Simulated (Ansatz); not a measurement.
Method: DFT, PBE, plane waves (420 eV) with PAW, scalar-relativistic in Ansatz.

An element in the bcc structure gives this curve. The cell is scaled uniformly from the relaxed one, with fractional coordinates and shape fixed. Energies are extrapolated to zero smearing, pressures are those at the given smearing. Magnetic state: spin not included.

```
V (Å³/atom)  E − E₀ (meV/atom)  P (GPa)
     24.462               53.4     6.07
     25.574               20.9     3.49
     26.686                4.3     1.49
     27.798                0.0    -0.06
     28.910                5.2    -1.25
     30.021               17.8    -2.18
     31.133               36.0    -2.91
```

Which element is it?
A. scandium
B. thallium
C. mercury
D. indium

D. Its fit is V₀ = 27.70 Å³/atom, B₀ = 35 GPa, B₀′ = 5.4.
